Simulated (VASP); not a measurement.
# HfO2 (P4_2/mnm) in VASP: notebook

Runs on HfO2. Level: PBE. Tasks: dielectric tensor.

All numbers are computed with VASP 6.6.1; they aren't measurements. Logs are shortened: lines on timing, memory, paths and dates and some standing lists are left out, and cuts for length are marked.

**1. The crystal as given**

It takes space group P4_2/mnm (No. 136, tetragonal). Conventional cell: a = 4.814 Å, b = 4.814 Å, c = 3.205 Å, α = 90.00°, β = 90.00°, γ = 90.00°. Hf (site symmetry mmm) has 6 O at 2.08 Å as nearest neighbours. O (site symmetry m2m) has 3 Hf at 2.08 Å as nearest neighbours.

Measurements of this composition are mostly on another form, of space group No. 14.

**2. Dielectric tensor, PBE**

INCAR

```
PREC     = Accurate       # precision mode
ENCUT    = 460            # plane-wave cutoff, eV
EDIFF    = 1E-8           # SCF threshold, eV
ISMEAR   = 0              # smearing method
SIGMA    = 0.01           # smearing width, eV
LREAL    = F              # projectors in reciprocal space
LASPH    = T              # aspherical terms in the spheres
NELM     = 100            # most SCF steps
ALGO     = Normal         # electronic algorithm
ISIF     = 2              # what is computed and relaxed
LWAVE    = F              # write WAVECAR
LCHARG   = F              # write CHGCAR
GGA      = PE             # functional
LEPSILON = T              # dielectric tensor by DFPT
```

KPOINTS

```
regular mesh
0
Gamma
  5 5 7
```

POSCAR

```
HfO2
1.0
    4.8135329900      0.0000000000      0.0000000000
    0.0000000000      4.8135329900      0.0000000000
    0.0000000000      0.0000000000      3.2054154100
Hf O
2 4
Direct
    0.5000000000      0.5000000000      0.5000000000
    0.0000000000      0.0000000000      0.0000000000
    0.8050448800      0.1949551200      0.5000000000
    0.6949551200      0.6949551200      0.0000000000
    0.3050448800      0.3050448800      0.0000000000
    0.1949551200      0.8050448800      0.5000000000
```

Potentials or basis: VASP PAW PBE potentials, release 64 (Hf_pv, O).

On the command line:

```bash
> cat potpaw_PBE.64/Hf_pv/POTCAR potpaw_PBE.64/O/POTCAR > POTCAR
> mpirun -np 1 vasp_std > vasp.out
```

OUTCAR:

```text
PREC = Accurate
   ENCUT = 460
   EDIFF = 1E-8
   ISMEAR = 0
   LREAL = F
   LASPH = T
   NELM = 100
   ISIF = 2
   GGA = PE
   LEPSILON = T

 Found     24 irreducible k-points:

 Following reciprocal coordinates:
            Coordinates               Weight
  0.000000  0.000000  0.000000      1.000000
  0.200000  0.000000  0.000000      4.000000
  0.400000  0.000000  0.000000      4.000000
  0.200000  0.200000  0.000000      4.000000
  0.400000  0.200000  0.000000      8.000000
  0.400000  0.400000  0.000000      4.000000
   k-points           NKPTS =     24   k-points in BZ     NKDIM =     24   number of bands    NBANDS=     26
   number of dos      NEDOS =    301   number of ions     NIONS =      6
   total plane-waves  NPLWV =  31104
   dimension x,y,z NGX =    36 NGY =   36 NGZ =   24
   dimension x,y,z NGXF=    72 NGYF=   72 NGZF=   48
   ions per type =               2   4
   NGX,Y,Z   is equivalent  to a cutoff of  12.43, 12.43, 12.45 a.u.
   NGXF,Y,Z  is equivalent  to a cutoff of  24.87, 24.87, 24.89 a.u.
 SYSTEM =  unknown system
   PREC   = accura    normal or accurate (medium, high low for compatibility)
   ISTART =      0    job   : 0-new  1-cont  2-samecut
   ICHARG =      2    charge: 1-file 2-atom 10-const
   ISPIN  =      1    spin polarized calculation?
   LNONCOLLINEAR =      F non collinear calculations
   LSORBIT =      F    spin-orbit coupling
   LASPH  =      T    aspherical Exc in radial PAW
   ENCUT  =  460.0 eV  33.81 Ry    5.81 a.u.   8.42  8.42  5.61*2*pi/ulx,y,z
   NELM   =    100;   NELMIN=  2; NELMDL= -5     # of ELM steps
   EDIFF  = 0.1E-07   stopping-criterion for ELM
   LREAL  =      F    real-space projection
   EDIFFG = 0.1E-06   stopping-criterion for IOM
   NSW    =      0    number of steps for IOM
   IBRION =     -1    ionic relax: 0-MD 1-quasi-New 2-CG
   NFREE  =      0    steps in history (QN), initial steepest desc. (CG)
   ISIF   =      2    stress and relaxation
   ISYM   =      2    0-nonsym 1-usesym 2-fastsym
   POTIM  = 0.5000    time-step for ionic-motion
   TEBEG  =    0.0;   TEEND  =   0.0 temperature during run
   PSTRESS=    0.0 pullay stress
   NELECT =      44.0000    total number of electrons
   NUPDOWN=      -1.0000    fix difference up-down
   EMIN   =  10.00;   EMAX   =-10.00  energy-range for DOS
   EFERMI =   0.00;   METHOD = LEGACY
   ISMEAR =     0;   SIGMA  =   0.01  broadening in eV -4-tet -1-fermi 0-gaus
   EFERMI_NEDOS =   21; number of points for ismear=-14 and -15
   IALGO  =     38    algorithm
   IMIX   =      4    mixing-type and parameters
     AMIX     =   0.40;   BMIX     =  1.00
     AMIX_MAG =   1.60;   BMIX_MAG =  1.00
  volume/ion in A,a.u.               =      12.38        83.53
  Fermi-wavevector in a.u.,A,eV,Ry     =   1.374954  2.598287 25.721811  1.890500
  Thomas-Fermi vector in A             =   2.500334
   LORBIT       =      0    0 simple, 1 ext, 2 COOP (PROOUT), +10 PAW based schemes
[... 236 lines left out ...]
 ------------------------------------------------------
           4.565164     0.000000     0.000000
           0.000000     4.565164     0.000000
           0.000000     0.000000     5.121704
 ------------------------------------------------------

 Free energy of the ion-electron system (eV)
  ---------------------------------------------------
  ---------------------------------------------------
  free energy    TOTEN  =        -0.75600798 eV

  energy without entropy =       -0.75600798

------------------------ aborting loop because EDIFF is reached ----------------------------------------

--------------------------------------- Ionic step        2  -------------------------------------------

------------------------ aborting loop because EDIFF is reached ----------------------------------------

--------------------------------------- Ionic step        3  -------------------------------------------

 Free energy of the ion-electron system (eV)
  ---------------------------------------------------
  ---------------------------------------------------
  free energy    TOTEN  =        -0.88485507 eV

  energy without entropy =       -0.88485507

------------------------ aborting loop because EDIFF is reached ----------------------------------------

 PIEZOELECTRIC TENSOR FIELD DIRECTION 3  (e Angst)
 -----------------------------------------------------------------------------
     0.00076  0.00000  0.00000           ( -0.00001  0.00000  0.00000)
     0.00000  0.00076  0.00000           (  0.00000 -0.00001  0.00000)
     0.00000  0.00000 -0.00179           (  0.00000  0.00000 -0.00007)

 PIEZOELECTRIC TENSOR FIELD DIRECTION 3  (C/m^2)
 -----------------------------------------------------------------------------
     0.00016  0.00000  0.00000
     0.00000  0.00016  0.00000
     0.00000  0.00000 -0.00039

 MACROSCOPIC STATIC DIELECTRIC TENSOR (including local field effects in DFT)
 ------------------------------------------------------
           4.449171    -0.000000     0.000000
           0.000000     4.449171     0.000000
           0.000000     0.000000     5.027903
 ------------------------------------------------------

 PIEZOELECTRIC TENSOR (including local field effects)  for field in x, y, z        (e  Angst)
          XX          YY          ZZ          XY          YZ          ZX
  --------------------------------------------------------------------------------
  x     0.00000     0.00000     0.00000     0.00000     0.00000     0.00000
  y     0.00000     0.00000     0.00000     0.00000     0.00000     0.00000
  z     0.00000     0.00000     0.00000     0.00000     0.00000     0.00000

 PIEZOELECTRIC TENSOR (including local field effects)  for field in x, y, z        (C/m^2)
          XX          YY          ZZ          XY          YZ          ZX
  --------------------------------------------------------------------------------
  x     0.00000     0.00000     0.00000     0.00000     0.00000     0.00000
  y     0.00000     0.00000     0.00000     0.00000     0.00000     0.00000
  z     0.00000     0.00000     0.00000     0.00000     0.00000     0.00000

 BORN EFFECTIVE CHARGES (including local field effects) (in |e|, cummulative output)
 ---------------------------------------------------------------------------------
 ion    1
    1     5.30770    -0.62419     0.00000
    2    -0.62419     5.30770     0.00000
    3     0.00000     0.00000     6.20638
 ion    2
    1     5.30770     0.62419     0.00000
    2     0.62419     5.30770     0.00000
    3     0.00000     0.00000     6.20638
 ion    3
    1    -2.65385     1.32160     0.00000
    2     1.32160    -2.65385     0.00000
    3     0.00000     0.00000    -3.10319
 ion    4
    1    -2.65385    -1.32160     0.00000
    2    -1.32160    -2.65385     0.00000
    3     0.00000     0.00000    -3.10319
 ion    5
    1    -2.65385    -1.32160     0.00000
    2    -1.32160    -2.65385     0.00000
    3     0.00000     0.00000    -3.10319
 ion    6
    1    -2.65385     1.32160     0.00000
    2     1.32160    -2.65385     0.00000
    3     0.00000     0.00000    -3.10319
```

OSZICAR:

```text
N       E                     dE             d eps       ncg     rms          rms(c)
DAV:   1     0.257898147216E+03    0.25790E+03   -0.23725E+04  1264   0.151E+03
DAV:   2    -0.583612085087E+02   -0.31626E+03   -0.30936E+03  1622   0.382E+02
DAV:   3    -0.716123660012E+02   -0.13251E+02   -0.13229E+02  1448   0.775E+01
DAV:   4    -0.717596679615E+02   -0.14730E+00   -0.14720E+00  1692   0.889E+00
[... 11 lines left out ...]
RMM:  10    -0.884855350886E+00   -0.10781E-04   -0.16057E-06  2221   0.168E-03    0.338E-04
RMM:  11    -0.884854777872E+00    0.57301E-06   -0.12283E-06  2097   0.129E-03    0.246E-04
RMM:  12    -0.884854961649E+00   -0.18378E-06    0.66061E-07  1900   0.118E-03    0.174E-04
RMM:  13    -0.884854986941E+00   -0.25293E-07   -0.83837E-07  1896   0.118E-03    0.141E-05
RMM:  14    -0.884855067533E+00   -0.80592E-07   -0.98549E-07  1890   0.117E-03    0.108E-05
RMM:  15    -0.884855074695E+00   -0.71623E-08   -0.98093E-07  1910   0.117E-03    0.594E-06
```

stdout:

```text
POSCAR found type information on POSCAR HfO
 POSCAR found :  2 types and       6 ions
 scaLAPACK will be used
 LDA part: xc-table for (Slater+PW92), standard interpolation
 POSCAR, INCAR and KPOINTS ok, starting setup
 FFT: planning ... GRIDC
 FFT: planning ... GRID_SOFT
 FFT: planning ... GRID
 WAVECAR not read
 entering main loop
 Linear response reoptimize wavefunctions to high precision
 Linear response G [H, r] |phi>, progress :
  Direction:   1
 Linear response G [H, r] |phi>, progress :
  Direction:   2
 Linear response G [H, r] |phi>, progress :
  Direction:   3
 Linear response to external field (no local field effect), progress :
  Direction:   1
 dielectric tensor                  component  1 :     4.688    -0.213    -0.465
 Linear response to external field (no local field effect), progress :
  Direction:   2
 dielectric tensor                  component  2 :    -0.213     4.442    -0.069
 Linear response to external field (no local field effect), progress :
  Direction:   3
 dielectric tensor                  component  3 :    -0.465    -0.069     5.122
 Linear response to external field, progress :
  Direction:   1
 dielectric tensor                  component  1 :     4.449    -0.148    -0.283
 Linear response to external field, progress :
  Direction:   2
 dielectric tensor                  component  2 :    -0.148     4.449    -0.270
 Linear response to external field, progress :
  Direction:   3
 dielectric tensor                  component  3 :    -0.465    -0.070     5.028
 Born effective charges drift removed
```

Wall time 4.7 min (1 thread of Intel Xeon 6975P-C (Granite Rapids), shared host); peak memory 0.3 GiB.

These settings aren't checked as converged: the numbers below hold their error.

What came out:

```yaml
Band_gap_on_the_k_mesh: 3.98 eV, direct
Electronic_dielectric_tensor_diagonal: 4.45, 4.45, 5.03
Born_charges_mean_of_the_diagonal: Hf +5.61; O -2.80 e
```

Caveat: spin-orbit coupling is left out, which moves the levels of the heavy elements; an odd mesh through Γ misses points on the zone boundary, where band edges often lie.

**3. Dielectric tensor, PBE**

Changes to INCAR since step 2:

```diff
@@ -1,3 +1,3 @@
 PREC     = Accurate       # precision mode
-ENCUT    = 460            # plane-wave cutoff, eV
+ENCUT    = 400            # plane-wave cutoff, eV
 EDIFF    = 1E-8           # SCF threshold, eV
```

KPOINTS

```
regular mesh
0
Gamma
  6 6 8
```

POSCAR is that of step 2.

Potentials or basis: VASP PAW PBE potentials, release 64 (Hf_pv, O).

On the command line:

```bash
> cat potpaw_PBE.64/Hf_pv/POTCAR potpaw_PBE.64/O/POTCAR > POTCAR
> mpirun -np 1 vasp_std > vasp.out
```

OUTCAR:

```text
PREC = Accurate
   ENCUT = 400
   EDIFF = 1E-8
   ISMEAR = 0
   LREAL = F
   LASPH = T
   NELM = 100
   ISIF = 2
   GGA = PE
   LEPSILON = T

 Found     50 irreducible k-points:

 Following reciprocal coordinates:
            Coordinates               Weight
  0.000000  0.000000  0.000000      1.000000
  0.166667  0.000000  0.000000      4.000000
  0.333333  0.000000  0.000000      4.000000
  0.500000  0.000000  0.000000      2.000000
  0.166667  0.166667  0.000000      4.000000
  0.333333  0.166667  0.000000      8.000000
   k-points           NKPTS =     50   k-points in BZ     NKDIM =     50   number of bands    NBANDS=     26
   number of dos      NEDOS =    301   number of ions     NIONS =      6
   total plane-waves  NPLWV =  24576
   dimension x,y,z NGX =    32 NGY =   32 NGZ =   24
   dimension x,y,z NGXF=    64 NGYF=   64 NGZF=   48
   ions per type =               2   4
   NGX,Y,Z   is equivalent  to a cutoff of  11.05, 11.05, 12.45 a.u.
   NGXF,Y,Z  is equivalent  to a cutoff of  22.10, 22.10, 24.89 a.u.
 SYSTEM =  unknown system
   PREC   = accura    normal or accurate (medium, high low for compatibility)
   ISTART =      0    job   : 0-new  1-cont  2-samecut
   ICHARG =      2    charge: 1-file 2-atom 10-const
   ISPIN  =      1    spin polarized calculation?
   LNONCOLLINEAR =      F non collinear calculations
   LSORBIT =      F    spin-orbit coupling
   LASPH  =      T    aspherical Exc in radial PAW
   ENCUT  =  400.0 eV  29.40 Ry    5.42 a.u.   7.85  7.85  5.23*2*pi/ulx,y,z
   NELM   =    100;   NELMIN=  2; NELMDL= -5     # of ELM steps
   EDIFF  = 0.1E-07   stopping-criterion for ELM
   LREAL  =      F    real-space projection
   EDIFFG = 0.1E-06   stopping-criterion for IOM
   NSW    =      0    number of steps for IOM
   IBRION =     -1    ionic relax: 0-MD 1-quasi-New 2-CG
   NFREE  =      0    steps in history (QN), initial steepest desc. (CG)
   ISIF   =      2    stress and relaxation
   ISYM   =      2    0-nonsym 1-usesym 2-fastsym
   POTIM  = 0.5000    time-step for ionic-motion
   TEBEG  =    0.0;   TEEND  =   0.0 temperature during run
   PSTRESS=    0.0 pullay stress
   NELECT =      44.0000    total number of electrons
   NUPDOWN=      -1.0000    fix difference up-down
   EMIN   =  10.00;   EMAX   =-10.00  energy-range for DOS
[... 262 lines left out ...]

--------------------------------------- Ionic step        2  -------------------------------------------

------------------------ aborting loop because EDIFF is reached ----------------------------------------

--------------------------------------- Ionic step        3  -------------------------------------------

 Free energy of the ion-electron system (eV)
  ---------------------------------------------------
  ---------------------------------------------------
  free energy    TOTEN  =        -0.88108887 eV

  energy without entropy =       -0.88108887

------------------------ aborting loop because EDIFF is reached ----------------------------------------

 PIEZOELECTRIC TENSOR FIELD DIRECTION 3  (e Angst)
 -----------------------------------------------------------------------------
     0.00078 -0.00000  0.00000           ( -0.00001 -0.00000  0.00000)
    -0.00000  0.00078  0.00000           ( -0.00000 -0.00001  0.00000)
     0.00000  0.00000 -0.00191           (  0.00000  0.00000 -0.00007)

 PIEZOELECTRIC TENSOR FIELD DIRECTION 3  (C/m^2)
 -----------------------------------------------------------------------------
     0.00017 -0.00000  0.00000
    -0.00000  0.00017  0.00000
     0.00000  0.00000 -0.00041

 MACROSCOPIC STATIC DIELECTRIC TENSOR (including local field effects in DFT)
 ------------------------------------------------------
           4.439181     0.000000     0.000000
           0.000000     4.439181     0.000000
           0.000000     0.000000     5.012988
 ------------------------------------------------------

 PIEZOELECTRIC TENSOR (including local field effects)  for field in x, y, z        (e  Angst)
          XX          YY          ZZ          XY          YZ          ZX
  --------------------------------------------------------------------------------
  x     0.00000     0.00000     0.00000     0.00000     0.00000     0.00000
  y     0.00000     0.00000     0.00000     0.00000     0.00000     0.00000
  z     0.00000     0.00000     0.00000     0.00000     0.00000     0.00000

 PIEZOELECTRIC TENSOR (including local field effects)  for field in x, y, z        (C/m^2)
          XX          YY          ZZ          XY          YZ          ZX
  --------------------------------------------------------------------------------
  x     0.00000     0.00000     0.00000     0.00000     0.00000     0.00000
  y     0.00000     0.00000     0.00000     0.00000     0.00000     0.00000
  z     0.00000     0.00000     0.00000     0.00000     0.00000     0.00000

 BORN EFFECTIVE CHARGES (including local field effects) (in |e|, cummulative output)
 ---------------------------------------------------------------------------------
 ion    1
    1     5.30094    -0.62374     0.00000
    2    -0.62374     5.30094     0.00000
    3     0.00000     0.00000     6.19703
 ion    2
    1     5.30094     0.62374     0.00000
    2     0.62374     5.30094     0.00000
    3     0.00000     0.00000     6.19703
 ion    3
    1    -2.65047     1.32065     0.00000
    2     1.32065    -2.65047     0.00000
    3     0.00000     0.00000    -3.09851
 ion    4
    1    -2.65047    -1.32065     0.00000
    2    -1.32065    -2.65047     0.00000
    3     0.00000     0.00000    -3.09851
 ion    5
    1    -2.65047    -1.32065     0.00000
    2    -1.32065    -2.65047     0.00000
    3     0.00000     0.00000    -3.09851
 ion    6
    1    -2.65047     1.32065     0.00000
    2     1.32065    -2.65047     0.00000
    3     0.00000     0.00000    -3.09851
```

stdout:

```text
POSCAR found type information on POSCAR HfO
 POSCAR found :  2 types and       6 ions
 scaLAPACK will be used
 LDA part: xc-table for (Slater+PW92), standard interpolation
 POSCAR, INCAR and KPOINTS ok, starting setup
 FFT: planning ... GRIDC
 FFT: planning ... GRID_SOFT
 FFT: planning ... GRID
 WAVECAR not read
 entering main loop
 Linear response reoptimize wavefunctions to high precision
 Linear response G [H, r] |phi>, progress :
  Direction:   1
 Linear response G [H, r] |phi>, progress :
  Direction:   2
 Linear response G [H, r] |phi>, progress :
  Direction:   3
 Linear response to external field (no local field effect), progress :
  Direction:   1
 dielectric tensor                  component  1 :     4.681    -0.182    -0.398
 Linear response to external field (no local field effect), progress :
  Direction:   2
 dielectric tensor                  component  2 :    -0.182     4.429    -0.064
 Linear response to external field (no local field effect), progress :
  Direction:   3
 dielectric tensor                  component  3 :    -0.398    -0.064     5.107
 Linear response to external field, progress :
  Direction:   1
 dielectric tensor                  component  1 :     4.439    -0.117    -0.245
 Linear response to external field, progress :
  Direction:   2
 dielectric tensor                  component  2 :    -0.117     4.439    -0.233
 Linear response to external field, progress :
  Direction:   3
 dielectric tensor                  component  3 :    -0.397    -0.065     5.013
 Born effective charges drift removed
```

Run time: 5.3 min. Hardware: 1 thread of Intel Xeon 6975P-C (Granite Rapids), shared host; peak memory 0.4 GiB.

These settings aren't checked as converged: the numbers below hold their error.

Results:

```
Band gap on the k mesh                  : 3.99 eV, direct
Electronic dielectric tensor (diagonal) : 4.44, 4.44, 5.01
Born charges (mean of the diagonal)     : Hf +5.60; O -2.80 e
```

Caveat: spin-orbit coupling is left out, which moves the levels of the heavy elements.

(Continued in part 2 of 2.)
